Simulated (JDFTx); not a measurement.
# LiF (Griceite) (Fm-3m) in JDFTx: notebook

One crystal, LiF (Griceite), is run at these levels: LDA, PBEsol, r2SCAN; tasks: band structure.

Everything below comes from runs of JDFTx 1.7.0 (patched build). Logs are shortened: lines on timing, memory, paths and dates and some standing lists are left out, and cuts for length are marked. The log counts tension as positive stress, the text compression.

## (1) The crystal as given

It takes space group Fm-3m (No. 225, cubic). Conventional cell: a = 4.028 Å, b = 4.028 Å, c = 4.028 Å, α = 90.00°, β = 90.00°, γ = 90.00°. F (site symmetry m-3m) has 6 Li at 2.01 Å as nearest neighbours. Li (site symmetry m-3m) has 6 F at 2.01 Å as nearest neighbours.

## (2) Band structure, LDA

File bands.in:

```
lattice \
    0.0000000000     3.8059084150     3.8059084150 \
    3.8059084150     0.0000000000     3.8059084150 \
    3.8059084150     3.8059084150     0.0000000000
coords-type Cartesian
ion F      3.8059084150     3.8059084150     3.8059084150 1
ion Li     0.0000000000     0.0000000000     0.0000000000 1

ion-species pseudo/F.upf
ion-species pseudo/Li.upf
elec-cutoff 42 336
elec-ex-corr lda-PW
elec-smearing Fermi 0.0018374661
elec-n-bands 10
electronic-minimize nIterations 30 energyDiffThreshold 1e-06
davidson-band-ratio 1.3
forces-output-coords Cartesian
include path.kpoints
symmetries none
fix-electron-density run.$VAR

dump-name bands.$VAR
dump End Ecomponents EigStats BandEigs Kpoints Forces
```

File path.kpoints:

```
kpoint +0.0000000000 +0.0000000000 +0.0000000000 0.020000000000
kpoint +0.0714285714 +0.0000000000 +0.0714285714 0.020000000000
kpoint +0.1428571429 +0.0000000000 +0.1428571429 0.020000000000
kpoint +0.2142857143 +0.0000000000 +0.2142857143 0.020000000000
kpoint +0.2857142857 +0.0000000000 +0.2857142857 0.020000000000
kpoint +0.3571428571 +0.0000000000 +0.3571428571 0.020000000000
kpoint +0.4285714286 +0.0000000000 +0.4285714286 0.020000000000
kpoint +0.5000000000 +0.0000000000 +0.5000000000 0.020000000000
kpoint +0.5000000000 +0.0833333333 +0.5833333333 0.020000000000
kpoint +0.5000000000 +0.1666666667 +0.6666666667 0.020000000000
kpoint +0.5000000000 +0.2500000000 +0.7500000000 0.020000000000
kpoint +0.4375000000 +0.3125000000 +0.7500000000 0.020000000000
kpoint +0.3750000000 +0.3750000000 +0.7500000000 0.020000000000
kpoint +0.3281250000 +0.3281250000 +0.6562500000 0.020000000000
kpoint +0.2812500000 +0.2812500000 +0.5625000000 0.020000000000
kpoint +0.2343750000 +0.2343750000 +0.4687500000 0.020000000000
kpoint +0.1875000000 +0.1875000000 +0.3750000000 0.020000000000
kpoint +0.1406250000 +0.1406250000 +0.2812500000 0.020000000000
kpoint +0.0937500000 +0.0937500000 +0.1875000000 0.020000000000
kpoint +0.0468750000 +0.0468750000 +0.0937500000 0.020000000000
kpoint +0.0000000000 +0.0000000000 +0.0000000000 0.020000000000
kpoint +0.0833333333 +0.0833333333 +0.0833333333 0.020000000000
kpoint +0.1666666667 +0.1666666667 +0.1666666667 0.020000000000
kpoint +0.2500000000 +0.2500000000 +0.2500000000 0.020000000000
kpoint +0.3333333333 +0.3333333333 +0.3333333333 0.020000000000
kpoint +0.4166666667 +0.4166666667 +0.4166666667 0.020000000000
kpoint +0.5000000000 +0.5000000000 +0.5000000000 0.020000000000
kpoint +0.5250000000 +0.4500000000 +0.5250000000 0.020000000000
kpoint +0.5500000000 +0.4000000000 +0.5500000000 0.020000000000
kpoint +0.5750000000 +0.3500000000 +0.5750000000 0.020000000000
kpoint +0.6000000000 +0.3000000000 +0.6000000000 0.020000000000
kpoint +0.6250000000 +0.2500000000 +0.6250000000 0.020000000000
kpoint +0.5625000000 +0.2500000000 +0.6875000000 0.020000000000
kpoint +0.5000000000 +0.2500000000 +0.7500000000 0.020000000000
kpoint +0.5000000000 +0.2916666667 +0.7083333333 0.020000000000
kpoint +0.5000000000 +0.3333333333 +0.6666666667 0.020000000000
kpoint +0.5000000000 +0.3750000000 +0.6250000000 0.020000000000
kpoint +0.5000000000 +0.4166666667 +0.5833333333 0.020000000000
kpoint +0.5000000000 +0.4583333333 +0.5416666667 0.020000000000
kpoint +0.5000000000 +0.5000000000 +0.5000000000 0.020000000000
kpoint +0.4791666667 +0.4791666667 +0.5416666667 0.020000000000
kpoint +0.4583333333 +0.4583333333 +0.5833333333 0.020000000000
kpoint +0.4375000000 +0.4375000000 +0.6250000000 0.020000000000
kpoint +0.4166666667 +0.4166666667 +0.6666666667 0.020000000000
kpoint +0.3958333333 +0.3958333333 +0.7083333333 0.020000000000
kpoint +0.3750000000 +0.3750000000 +0.7500000000 0.020000000000
kpoint +0.6250000000 +0.2500000000 +0.6250000000 0.020000000000
kpoint +0.5833333333 +0.1666666667 +0.5833333333 0.020000000000
kpoint +0.5416666667 +0.0833333333 +0.5416666667 0.020000000000
kpoint +0.5000000000 +0.0000000000 +0.5000000000 0.020000000000
```

Potentials or basis: PseudoDojo-SR-LDA-0.4.1-standard with smoothed tails.

On the command line:

```bash
jdftx -c 1 -i bands.in -o bands.out
```

Log:

```text
*************** JDFTx 1.7.0 (patched build) ***************

Input parsed successfully to the following command list (including defaults):
[... the input with its defaults ...]

---------- Initializing the Grid ----------
R =
[            0      3.80591      3.80591  ]
[      3.80591            0      3.80591  ]
[      3.80591      3.80591            0  ]
unit cell volume = 110.257
G =
[  -0.825451   0.825451   0.825451  ]
[   0.825451  -0.825451   0.825451  ]
[   0.825451   0.825451  -0.825451  ]
Minimum fftbox size, Smin = [  48  48  48  ]
Chosen fftbox size, S = [  48  48  48  ]

---------- Initializing tighter grid for wavefunction operations ----------
R =
[            0      3.80591      3.80591  ]
[      3.80591            0      3.80591  ]
[      3.80591      3.80591            0  ]
unit cell volume = 110.257
G =
[  -0.825451   0.825451   0.825451  ]
[   0.825451  -0.825451   0.825451  ]
[   0.825451   0.825451  -0.825451  ]
Minimum fftbox size, Smin = [  32  32  32  ]
Chosen fftbox size, S = [  32  32  32  ]

---------- Exchange Correlation functional ----------
Initalized Slater LDA exchange.
Initalized Perdew-Wang LDA correlation.

---------- Setting up pseudopotentials ----------
Width of ionic core gaussian charges (only for fluid interactions / plotting) set to 0

Reading pseudopotential file 'pseudo/F.upf':
  'F' pseudopotential, 'SLA  PW   NOGX NOGC' functional
  Generated using ONCVPSP code by D. R. Hamann
  7 valence electrons, 2 orbitals, 5 projectors, 824 radial grid points, with lMax = 2
    2S    l: 0   occupation:  2.0   eigenvalue: -1.089583
    2P    l: 1   occupation:  5.0   eigenvalue: -0.415093
  Core radius for overlap checks: 1.56 bohrs.

Reading pseudopotential file 'pseudo/Li.upf':
  'Li' pseudopotential, 'SLA  PW   NOGX NOGC' functional
  Generated using ONCVPSP code by D. R. Hamann
  3 valence electrons, 2 orbitals, 4 projectors, 1001 radial grid points, with lMax = 1
    1S    l: 0   occupation:  2.0   eigenvalue: -1.878377
    2S    l: 0   occupation:  1.0   eigenvalue: -0.105608
  Core radius for overlap checks: 1.34 bohrs.

Initialized 2 species with 2 total atoms.

Folded 50 k-points by 1x1x1 to 50 k-points.

---------- Setting up k-points, bands, fillings ----------
No reducable k-points.
Computing the number of bands and number of electrons
Calculating initial fillings.
nElectrons:  10.000000   nBands: 10   nStates: 50

----- Setting up reduced wavefunction bases (one per k-point) -----
average nbasis = 1437.040 , ideal nbasis = 1433.418

---------- Setting up ewald sum ----------
Optimum gaussian width for ewald sums = 1.728578 bohr.
Real space sum over 1331 unit cells with max indices [  5  5  5  ]
Reciprocal space sum over 2197 terms with max indices [  6  6  6  ]

---------- Allocating electronic variables ----------
Reading n from file 'run.n' ... done
Initializing wave functions:  linear combination of atomic orbitals
Note: number of bands (10) exceeds available atomic orbitals (6)

----------- Band structure minimization -------------
Minimization will be done independently for each quantum number.

---- Minimization of quantum number:     0  [ +0.0000000 +0.0000000 +0.0000000 ]  0.040000000 ----
BandDavidson: Iter:   0  Eband: +0.105097577209469
BandDavidson: Iter:   1  Eband: +0.077791176050978  dEband: -2.730640e-02
BandDavidson: Iter:   2  Eband: +0.074063835564565  dEband: -3.727340e-03
BandDavidson: Iter:   3  Eband: +0.072551062806829  dEband: -1.512773e-03
[... 521 lines of inner loops ...]
BandDavidson: Iter:   4  Eband: +0.042339614313600  dEband: -3.600189e-06
BandDavidson: Iter:   5  Eband: +0.042339335065230  dEband: -2.792484e-07
BandDavidson: Converged (dEband<1.000000e-06)
	FillingsUpdate:  mu: +0.100000000  nElectrons: 10.000000

Dumping 'bands.eigStats' ...
	eMin: -1.439819 at state 0 ( [ +0.000000 +0.000000 +0.000000 ] spin 0 )
	HOMO: +0.018452 at state 19 ( [ +0.046875 +0.046875 +0.093750 ] spin 0 )
	mu  : +0.100000
	LUMO: +0.344160 at state 0 ( [ +0.000000 +0.000000 +0.000000 ] spin 0 )
	eMax: +1.126335 at state 26 ( [ +0.500000 +0.500000 +0.500000 ] spin 0 )
	HOMO-LUMO gap: +0.325707
	Optical gap  : +0.325757 at state 20 ( [ +0.000000 +0.000000 +0.000000 ] spin 0 )
Done!
[note: mu, HOMO and LUMO in a band run belong to the points of the path alone and aren't those of the crystal]
```

Wall time 4.4 s (1 thread of Arm Neoverse V2, shared host); peak memory 0.09 GiB.

Results:

* Band gap along the path: 8.86 eV, direct

Levels at the corners of the path, in eV from the valence-band top:
```tsv
point	band 1	band 2	band 3	band 4	band 5	band 6	band 7	band 8
Γ	-39.68	-19.51	0.00	0.00	0.00	8.86	23.50	23.50
X	-39.60	-18.78	-3.09	-1.02	-1.02	14.43	16.10	17.19
W	-39.59	-18.81	-2.14	-2.14	-0.81	14.67	14.67	17.05
K	-39.60	-18.83	-2.57	-1.60	-0.75	14.11	14.52	18.12
Γ	-39.68	-19.51	0.00	0.00	0.00	8.86	23.50	23.50
L	-39.61	-19.07	-2.56	-0.23	-0.23	10.43	16.39	18.47
U	-39.60	-18.83	-2.57	-1.60	-0.75	14.11	14.52	18.12
W	-39.59	-18.81	-2.14	-2.14	-0.81	14.67	14.67	17.05
L	-39.61	-19.07	-2.56	-0.23	-0.23	10.43	16.39	18.47
K	-39.60	-18.83	-2.57	-1.60	-0.75	14.11	14.52	18.12
U	-39.60	-18.83	-2.57	-1.60	-0.75	14.11	14.52	18.12
X	-39.60	-18.78	-3.09	-1.02	-1.02	14.43	16.10	17.19
```

## (3) Band structure, PBEsol

File bands.in:

```
include LiF.lattice
coords-type Lattice
include LiF.ionpos

ion-species pseudo/F.upf
ion-species pseudo/Li.upf
elec-cutoff 42 336
elec-ex-corr gga-PBEsol
elec-smearing Fermi 0.0018374661
elec-n-bands 10
electronic-minimize nIterations 30 energyDiffThreshold 1e-06
davidson-band-ratio 1.3
forces-output-coords Cartesian
include path.kpoints
symmetries none
fix-electron-density run.$VAR

dump-name bands.$VAR
dump End Ecomponents EigStats BandEigs Kpoints Forces
```

File LiF.lattice:

```
lattice \
    0.0000000000     3.8059084150     3.8059084150 \
    3.8059084150     0.0000000000     3.8059084150 \
    3.8059084150     3.8059084150     0.0000000000
```

File LiF.ionpos:

```
ion F      0.5000000000     0.5000000000     0.5000000000 1
ion Li     0.0000000000     0.0000000000     0.0000000000 1
```

path.kpoints is that of step 2.

Potentials or basis: PseudoDojo-SR-PBEsol-0.4.1-standard with smoothed tails.

On the command line:

```bash
jdftx -c 1 -i bands.in -o bands.out
```

It took 4.5 s on 1 thread of Arm Neoverse V2, shared host; peak memory 0.1 GiB.

It converged, with:

```yaml
Band_gap_along_the_path: 8.94 eV, direct
```

Levels at the corners of the path, in eV from the valence-band top:
```tsv
point	band 2	band 3	band 4	band 5	band 6	band 7	band 8
Γ	-19.79	0.00	0.00	0.00	8.94	23.92	23.92
X	-19.08	-3.04	-1.01	-1.01	14.64	16.25	17.36
W	-19.11	-2.10	-2.10	-0.80	14.88	14.88	17.35
K	-19.13	-2.53	-1.58	-0.74	14.32	14.73	18.31
Γ	-19.79	0.00	0.00	0.00	8.94	23.92	23.92
L	-19.35	-2.54	-0.23	-0.23	10.63	16.56	18.81
U	-19.13	-2.53	-1.58	-0.74	14.32	14.73	18.31
W	-19.11	-2.10	-2.10	-0.80	14.88	14.88	17.35
L	-19.35	-2.54	-0.23	-0.23	10.63	16.56	18.81
K	-19.13	-2.53	-1.58	-0.74	14.32	14.73	18.31
U	-19.13	-2.53	-1.58	-0.74	14.32	14.73	18.31
X	-19.08	-3.04	-1.01	-1.01	14.64	16.25	17.36
```

## (4) Band structure, r2SCAN

Changes to bands.in since step 3:

```diff
@@ -1,4 +1,5 @@
-include LiF.lattice
+lattice Face-Centered Cubic 7.6118168300
 coords-type Lattice
-include LiF.ionpos
+ion F      0.5000000000     0.5000000000     0.5000000000 1
+ion Li     0.0000000000     0.0000000000     0.0000000000 1
 
@@ -6,4 +7,4 @@
 ion-species pseudo/Li.upf
-elec-cutoff 42 336
-elec-ex-corr gga-PBEsol
+elec-cutoff 50 400
+elec-ex-corr mgga-x-r2scan mgga-c-r2scan
 elec-smearing Fermi 0.0018374661
```

path.kpoints is that of step 3.

Potentials or basis: SG15-PBE-1.2 with smoothed tails.

On the command line:

```bash
jdftx -c 1 -i bands.in -o bands.out
```

Log:

```text
*************** JDFTx 1.7.0 (patched build) ***************

Input parsed successfully to the following command list (including defaults):
[... the input with its defaults ...]

---------- Initializing the Grid ----------
R =
[            0      3.80591      3.80591  ]
[      3.80591            0      3.80591  ]
[      3.80591      3.80591            0  ]
unit cell volume = 110.257
G =
[  -0.825451   0.825451   0.825451  ]
[   0.825451  -0.825451   0.825451  ]
[   0.825451   0.825451  -0.825451  ]
Minimum fftbox size, Smin = [  52  52  52  ]
Chosen fftbox size, S = [  54  54  54  ]

---------- Initializing tighter grid for wavefunction operations ----------
R =
[            0      3.80591      3.80591  ]
[      3.80591            0      3.80591  ]
[      3.80591      3.80591            0  ]
unit cell volume = 110.257
G =
[  -0.825451   0.825451   0.825451  ]
[   0.825451  -0.825451   0.825451  ]
[   0.825451   0.825451  -0.825451  ]
Minimum fftbox size, Smin = [  36  36  36  ]
Chosen fftbox size, S = [  36  36  36  ]

---------- Exchange Correlation functional ----------
Initialized LibXC exchange functional 'Re-regularized SCAN exchange by Furness et al'
Initialized LibXC correlation functional 'Re-regularized SCAN correlation by Furness et al'

---------- Setting up pseudopotentials ----------
Width of ionic core gaussian charges (only for fluid interactions / plotting) set to 0

Reading pseudopotential file 'pseudo/F.upf':
  'F' pseudopotential, 'PBE' functional
  Generated using ONCVPSP code by D. R. Hamann
  7 valence electrons, 0 orbitals, 4 projectors, 602 radial grid points, with lMax = 1
  Core radius for overlap checks: 1.46 bohrs.

Reading pseudopotential file 'pseudo/Li.upf':
  'Li' pseudopotential, 'PBE' functional
  Generated using ONCVPSP code by D. R. Hamann
  3 valence electrons, 0 orbitals, 4 projectors, 602 radial grid points, with lMax = 1
  Core radius for overlap checks: 1.63 bohrs.

Initialized 2 species with 2 total atoms.

Folded 50 k-points by 1x1x1 to 50 k-points.

---------- Setting up k-points, bands, fillings ----------
No reducable k-points.
Computing the number of bands and number of electrons
Calculating initial fillings.
nElectrons:  10.000000   nBands: 10   nStates: 50

----- Setting up reduced wavefunction bases (one per k-point) -----
average nbasis = 1859.640 , ideal nbasis = 1861.890

---------- Setting up ewald sum ----------
Optimum gaussian width for ewald sums = 1.728578 bohr.
Real space sum over 1331 unit cells with max indices [  5  5  5  ]
Reciprocal space sum over 2197 terms with max indices [  6  6  6  ]

---------- Allocating electronic variables ----------
Reading n from file 'run.n' ... done
Reading tau from file 'run.tau' ... done
Initializing wave functions:  (No orbitals for LCAO)  bandwidth-limited random numbers

----------- Band structure minimization -------------
Minimization will be done independently for each quantum number.

---- Minimization of quantum number:     0  [ +0.0000000 +0.0000000 +0.0000000 ]  0.040000000 ----
BandDavidson: Iter:   0  Eband: +0.270313950568541
BandDavidson: Iter:   1  Eband: +0.130578932028520  dEband: -1.397350e-01
BandDavidson: Iter:   2  Eband: +0.088470152562821  dEband: -4.210878e-02
BandDavidson: Iter:   3  Eband: +0.080345170280600  dEband: -8.124982e-03
[... 623 lines of inner loops ...]
BandDavidson: Iter:   8  Eband: +0.047551733847359  dEband: -1.264626e-06
BandDavidson: Iter:   9  Eband: +0.047551505981693  dEband: -2.278657e-07
BandDavidson: Converged (dEband<1.000000e-06)
	FillingsUpdate:  mu: +0.100000000  nElectrons: 10.000000

Dumping 'bands.eigStats' ...
	eMin: -1.518025 at state 0 ( [ +0.000000 +0.000000 +0.000000 ] spin 0 )
	HOMO: +0.010977 at state 20 ( [ +0.000000 +0.000000 +0.000000 ] spin 0 )
	mu  : +0.100000
	LUMO: +0.382225 at state 0 ( [ +0.000000 +0.000000 +0.000000 ] spin 0 )
	eMax: +1.196552 at state 39 ( [ +0.500000 +0.500000 +0.500000 ] spin 0 )
	HOMO-LUMO gap: +0.371248
	Optical gap  : +0.371248 at state 20 ( [ +0.000000 +0.000000 +0.000000 ] spin 0 )
Done!
[note: mu, HOMO and LUMO in a band run belong to the points of the path alone and aren't those of the crystal]
```

It took 29 s on 1 thread of Arm Neoverse V2, shared host; peak memory 0.1 GiB.

Results:

| Property | Result |
| --- | --- |
| Band gap along the path | 10.10 eV, direct |

Levels at the corners of the path, in eV from the valence-band top:
```tsv
point	band 3	band 4	band 5	band 6	band 7	band 8
Γ	0.00	0.00	0.00	10.10	25.77	25.77
X	-2.96	-0.99	-0.99	16.11	17.65	18.90
W	-2.04	-2.04	-0.80	16.33	16.33	18.89
K	-2.46	-1.55	-0.73	15.73	16.19	19.92
Γ	0.00	0.00	0.00	10.10	25.77	25.77
L	-2.50	-0.24	-0.24	11.92	18.08	20.47
U	-2.46	-1.55	-0.73	15.73	16.19	19.92
W	-2.04	-2.04	-0.80	16.33	16.33	18.89
L	-2.50	-0.24	-0.24	11.92	18.08	20.47
K	-2.46	-1.55	-0.73	15.73	16.19	19.92
U	-2.46	-1.55	-0.73	15.73	16.19	19.92
X	-2.96	-0.99	-0.99	16.11	17.65	18.90
```
